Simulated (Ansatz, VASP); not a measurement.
SnO2 in VASP and in Ansatz

```
Sn O
1.0
     4.83210    0.00000    0.00000
     0.00000    4.83210    0.00000
     0.00000    0.00000    3.18640
Sn O
2 4
Direct
  0.00000 0.00000 0.00000
  0.50000 0.50000 0.50000
  0.30562 0.30562 0.00000
  0.19438 0.80562 0.50000
  0.69438 0.69438 0.00000
  0.80562 0.19438 0.50000
```

Change from the starting cell: equal xx and yy strain of +2 %, crystal datasets.

Alike in both runs: task electric field gradients; functional PBE; k mesh 4 × 4 × 6; occupations fermi-dirac, width 0.03 eV; no spin polarisation.

|  | VASP | Ansatz |
| --- | --- | --- |
| version | VASP 6.6.1 | Ansatz 0.2.0 |
| potentials or method | VASP PAW PBE potentials, release 64 (Sn_d, O), cutoff 520 eV | all-electron PAW with datasets made for the crystal, scalar-relativistic |

Ansatz gave:

```
pressure (GPa)                                                 : 3.1
largest component of the traceless stress (GPa)                : 2.80
rms of the force components (eV/Å)                             : 0.021
Vzz of the field gradient on the site that differs most (V/Å²) : -54.6
```

Which values does VASP return?

Pressure (GPa): 3.8; largest component of the traceless stress (GPa): 3.03; rms of the force components (eV/Å): 0.011; Vzz of the field gradient on the site that differs most (V/Å²): -57.8.

Atom by atom the forces differ by 0.011 eV/Å (rms over components). Ansatz ran all-electron here, so the differences hold the error of VASP's frozen core and of both bases. Ansatz warned: «gradients_without_spin_orbit».
